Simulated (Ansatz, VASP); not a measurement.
# One calculation of SnTe, two programs

Contents of INCAR:

```
SYSTEM = SnTe
  PREC = Accurate
  ENCUT = 520
  EDIFF = 1E-6
  ISMEAR = -1
  SIGMA = 0.02
  LREAL = .False.
  LASPH = .True.
  NELM = 80
  ALGO = Normal
  ISIF = 2
  LWAVE = .False.
  LCHARG = .True.
  GGA = PE
  LELF = .True.
  LVHAR = .True.
  NBANDS = 17
```

Contents of KPOINTS:

```
Automatic mesh
0
Gamma
  8 8 8
  0 0 0
```

POSCAR

```
SnTe
1.0
    0.0000000000      3.2291969641      3.2291969641
    3.2291969641      0.0000000000      3.2291969641
    3.2291969641      3.2291969641      0.0000000000
Sn Te
1 1
Direct
    0.0000000000      0.0000000000      0.0000000000
    0.5000000000      0.5000000000      0.5000000000
```

Input for Ansatz:

```yaml
crystal:
  lattice:
    - [0.0, 3.2291969641, 3.2291969641]
    - [3.2291969641, 0.0, 3.2291969641]
    - [3.2291969641, 3.2291969641, 0.0]
  atoms:
    - { symbol: Sn, position: [0.0, 0.0, 0.0] }
    - { symbol: Te, position: [0.5, 0.5, 0.5] }
kpoints:
  mp_grid: { grid: [8, 8, 8] }
  band_path:
    path:
      - [0.0, 0.0, 0.0]
      - [0.5, 0.0, 0.5]
      - [0.625, 0.25, 0.625]
      - [0.375, 0.375, 0.75]
      - [0.5, 0.5, 0.5]
      - [0.5, 0.25, 0.75]
      - [0.0, 0.0, 0.5]
    npoints: 1
hamiltonian:
  xc: pbe
scf:
  occupations: { method: fermi_dirac, width: 0.02 }
  n_extra_bands: 4
output:
  forces: true
  stress: true
  eigenvalues: true
```

Change from the starting cell: hydrostatic strain +1.2%.

Alike in both runs: task single point; functional PBE; k mesh 8 × 8 × 8; occupations fermi-dirac, width 0.02 eV; no spin polarisation.

```csv
,VASP,Ansatz
version,VASP 6.6.1,Ansatz 0.2.0
potentials or method,"VASP PAW PBE potentials, release 64 (Sn_d, Te)","plane waves, PAW"
plane-wave cutoff (eV),520,420
valence electrons in the cell,20,30
```

VASP gave:

```
pressure (GPa) : -0.9
```

Problem. What did Ansatz give for the same quantities?

Solution. Pressure (GPa): -0.8.

The two sets of potentials don't hold the same shells in valence.

Caveats: spin-orbit coupling is left out, which moves the levels of the heavy elements.
